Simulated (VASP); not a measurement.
# BN in VASP: a series of runs, part 2 of 2

VASP 6.6.1.

### 5 Single point, PBE

This run uses another cell than the first one, of 12.44 Å³/atom, 0.742 times its volume.

Input file INCAR:

```
SYSTEM = BN
PREC     = Accurate       ! precision mode
ENCUT    = 400            ! plane-wave cutoff, eV
EDIFF    = 1E-7           ! SCF threshold, eV
ISMEAR   = 0              ! smearing method
SIGMA    = 0.05           ! smearing width, eV
LREAL    = .FALSE.        ! projectors in reciprocal space
LASPH    = .TRUE.         ! aspherical terms in the spheres
NELM     = 120            ! most SCF steps
ALGO     = Normal         ! electronic algorithm
ISIF     = 2              ! what is computed and relaxed
LWAVE    = .FALSE.        ! write WAVECAR
LCHARG   = .FALSE.        ! write CHGCAR
GGA      = PE             ! functional
NBANDS   = 44             ! bands
LVHAR    = .TRUE.       
LVACPOTAV= .TRUE.       
IDIPOL   = 3
```

Input file KPOINTS:

```
Automatic mesh
0
G
  9 9 1
  0 0 0
```

Input file POSCAR:

```
BN
1.0
    2.5022435664      0.0000000000      0.0000000000
   -1.2511217832      3.4494137272      0.0000000000
    0.0000000000      0.0000000000     17.3006072779
N B
6 6
Direct
    0.0430320858      0.0860641716      0.1734043177
    0.6088097732      0.2176195465      0.2958832729
    0.1745874607      0.3491749214      0.4183622281
    0.7403651481      0.4807302963      0.5408411833
    0.3061428356      0.6122856712      0.6633201385
    0.8719205230      0.7438410461      0.7857990937
    0.5653061152      0.1306122303      0.2142009063
    0.1310838026      0.2621676052      0.3366798615
    0.6968614901      0.3937229801      0.4591588167
    0.2626391775      0.5252783550      0.5816377719
    0.8284168650      0.6568337299      0.7041167271
    0.3941945524      0.7883891049      0.8265956823
```

Potentials or basis: VASP PAW PBE potentials, release 64 (N, B).

Command:

```console
$ cat potpaw_PBE.64/N/POTCAR potpaw_PBE.64/B/POTCAR > POTCAR
$ mpirun -np 1 vasp_std > vasp.out
```

OUTCAR:

```text
SYSTEM = BN
   PREC = Accurate
   ENCUT = 400
   EDIFF = 1E-7
   ISMEAR = 0
   LREAL = .FALSE.
   LASPH = .TRUE.
   NELM = 120
   ISIF = 2
   GGA = PE

 Found     25 irreducible k-points:

 Following reciprocal coordinates:
            Coordinates               Weight
  0.000000  0.000000  0.000000      1.000000
  0.111111 -0.000000  0.000000      4.000000
  0.222222  0.000000  0.000000      4.000000
  0.333333  0.000000  0.000000      4.000000
  0.444444  0.000000  0.000000      4.000000
  0.000000  0.111111  0.000000      2.000000
   k-points           NKPTS =     25   k-points in BZ     NKDIM =     25   number of bands    NBANDS=     44
   number of dos      NEDOS =    301   number of ions     NIONS =     12
   total plane-waves  NPLWV =  46080
   dimension x,y,z NGX =    16 NGY =   24 NGZ =  120
   dimension x,y,z NGXF=    32 NGYF=   48 NGZF=  240
   ions per type =               6   6
   NGX,Y,Z   is equivalent  to a cutoff of  10.63, 10.87, 11.53 a.u.
   NGXF,Y,Z  is equivalent  to a cutoff of  21.26, 21.75, 23.06 a.u.
 SYSTEM =  BN
   PREC   = accura    normal or accurate (medium, high low for compatibility)
   ISTART =      0    job   : 0-new  1-cont  2-samecut
   ICHARG =      2    charge: 1-file 2-atom 10-const
   ISPIN  =      1    spin polarized calculation?
   LNONCOLLINEAR =      F non collinear calculations
   LSORBIT =      F    spin-orbit coupling
   LASPH  =      T    aspherical Exc in radial PAW
   ENCUT  =  400.0 eV  29.40 Ry    5.42 a.u.   4.08  5.98 28.21*2*pi/ulx,y,z
   NELM   =    120;   NELMIN=  2; NELMDL= -5     # of ELM steps
   EDIFF  = 0.1E-06   stopping-criterion for ELM
   LREAL  =      F    real-space projection
   EDIFFG = 0.1E-05   stopping-criterion for IOM
   NSW    =      0    number of steps for IOM
   IBRION =     -1    ionic relax: 0-MD 1-quasi-New 2-CG
   NFREE  =      0    steps in history (QN), initial steepest desc. (CG)
   ISIF   =      2    stress and relaxation
   ISYM   =      2    0-nonsym 1-usesym 2-fastsym
   POTIM  = 0.5000    time-step for ionic-motion
   TEBEG  =    0.0;   TEEND  =   0.0 temperature during run
   PSTRESS=    0.0 pullay stress
   NELECT =      48.0000    total number of electrons
[... 23 lines left out ...]
 maximum number of plane-waves:      2750
   NGX =  9   NGY = 11   NGZ = 57

 number of electron      48.0000007 magnetization

 Free energy of the ion-electron system (eV)
  ---------------------------------------------------
  ext. energy  EPLUGINS =         0.00000000
  ---------------------------------------------------
  free energy    TOTEN  =       -98.85076295 eV

  energy without entropy =      -98.84261708  energy(sigma->0) =      -98.84669002

 E-fermi :   0.9201     XC(G=0):  -8.1955

 val. band max:        0.9064004206   @ k =   0.1111   0.1111   0.0000
 cond. band min:       0.9320276502   @ k =   0.0000   0.3333   0.0000
 fundamental gap:      0.0256272296
 Fermi energy:         0.9201282355

 k-point     1 :       0.0000    0.0000    0.0000
  band No.  band energies     occupation
      1     -18.9996      2.00000
      2     -18.1096      2.00000
      3     -17.3680      2.00000
      4     -16.6064      2.00000
      5     -15.6615      2.00000
      6     -13.6097      2.00000
[... 223 lines left out ...]
     35       9.4452      0.00000
     36       9.9419      0.00000

 [... further k-points ...]

 [bands above 36 left out]

------------------------ aborting loop because EDIFF is reached ----------------------------------------

 dipolmoment           0.000000      0.000000     -0.616118 electrons x Angstroem

  FORCE on cell =-STRESS in cart. coord.  units (eV):
  Direction    XX          YY          ZZ          XY          YZ          ZX
  --------------------------------------------------------------------------------------
  -------------------------------------------------------------------------------------
  Total       -3.6609244     -2.0453349      1.8633468      0.0000000      0.7552211      0.0000000
  in kB      -39.2794254    -21.9451625     19.9925442      0.0000000      8.1030495      0.0000000
  external PRESSURE =     -13.7440146 kB  Pullay stress =       0.0000000 kB

 VOLUME and BASIS-vectors are now :
 -----------------------------------------------------------------------------
  energy-cutoff  :      400.00
  volume of cell :      149.33
      direct lattice vectors                 reciprocal lattice vectors
     2.502243566  0.000000000  0.000000000     0.399641351  0.144952169  0.000000000
    -1.251121783  3.449413727  0.000000000     0.000000000  0.289904337  0.000000000
     0.000000000  0.000000000 17.300607278     0.000000000  0.000000000  0.057801439

 POSITION                                       TOTAL-FORCE (eV/Angst)
 -----------------------------------------------------------------------------------
      0.00000      0.29687      3.00000         0.000000      0.176554      1.069008
      1.25112      0.75066      5.11896         0.000000      0.269181      1.508962
      0.00000      1.20445      7.23792         0.000000      0.120283      0.714969
      1.25112      1.65824      9.35688         0.000000      0.110166      0.669776
      0.00000      2.11203     11.47584         0.000000      0.109544      0.712394
      1.25112      2.56582     13.59480         0.000000      0.314961      1.227171
      1.25112      0.45054      3.70581        -0.000000     -0.431621     -2.518453
      0.00000      0.90432      5.82477         0.000000     -0.122463     -0.756561
      1.25112      1.35811      7.94373         0.000000     -0.108549     -0.669802
      0.00000      1.81190     10.06269         0.000000     -0.116577     -0.677698
      1.25112      2.26569     12.18165        -0.000000     -0.175071     -1.070845
     -0.00000      2.71948     14.30061        -0.000000     -0.146408     -0.208921
 -----------------------------------------------------------------------------------
    total drift:                                0.000087     -0.000002     -0.000050

  FREE ENERGIE OF THE ION-ELECTRON SYSTEM (eV)
  ---------------------------------------------------
  free  energy   TOTEN  =       -98.6207630939 eV

  energy  without entropy=      -98.6126172215  energy(sigma->0) =      -98.61669016
```

stdout:

```text
POSCAR found type information on POSCAR N B
 POSCAR found :  2 types and      12 ions
 scaLAPACK will be used
 LDA part: xc-table for (Slater+PW92), standard interpolation
 POSCAR, INCAR and KPOINTS ok, starting setup
 FFT: planning ... GRIDC
 FFT: planning ... GRID_SOFT
 FFT: planning ... GRID
 WAVECAR not read
 entering main loop
```

Run time: 1.8 min. Hardware: 1 thread of Intel Xeon 6975P-C (Granite Rapids), shared host; peak memory 0.23 GiB.

The run converged, but some of its settings lie outside the range that counts as converged, so its numbers aren't taken as properties of the slab.

What came out:

| Quantity | Value |
| --- | --- |
| Free energy | -98.6208 eV |
| Largest force | 2.555 eV/Å |
| Band gap on the k mesh | none (metal or under the smearing width) |

Caveat: the cutoff is under 1.25 times the usual one of these potentials, so pressure, stress and relaxed cells hold a basis-set (Pulay) error.
